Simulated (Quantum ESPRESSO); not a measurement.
ZrC:

```xyz
2
Lattice="0.0000 2.3650 2.3650 2.3650 0.0000 2.3650 2.3650 2.3650 0.0000" Properties=species:S:1:pos:R:3 pbc="T T T"
Zr    2.3650    2.3650    2.3650
C     0.0000    0.0000    0.0000
```

| Item | Value |
| --- | --- |
| Program | Quantum ESPRESSO 7.5 |
| Task | phonons |
| Functional | PBE |
| Potentials or basis | JTH 2.0 PBE |
| Cutoff | 707 eV |
| Density cutoff | 4245 eV |
| k mesh | 10 × 10 × 10 |
| Occupations | cold, width 0.2 eV |
| Spin | no spin polarisation |
| Mixing beta | 0.5 |
| Most SCF iterations | 120 |
| SCF threshold | 4e-10 Ry |

Problem. Which optical modes does the crystal have at the zone centre, and which show in infrared and Raman spectra?

Solution. The optical modes are T1u. Infrared active: T1u. None is Raman active.

Optical modes at Γ, degenerate ones joined:
```
cm⁻¹  components  symmetry  active in
 411           3       T1u         IR
```

Caveat: the cell is more than 3 GPa from zero pressure, which shifts response properties; before the sum rule the acoustic modes lie tens of cm⁻¹ from zero, a sign that the density grid also shifts the optical modes.
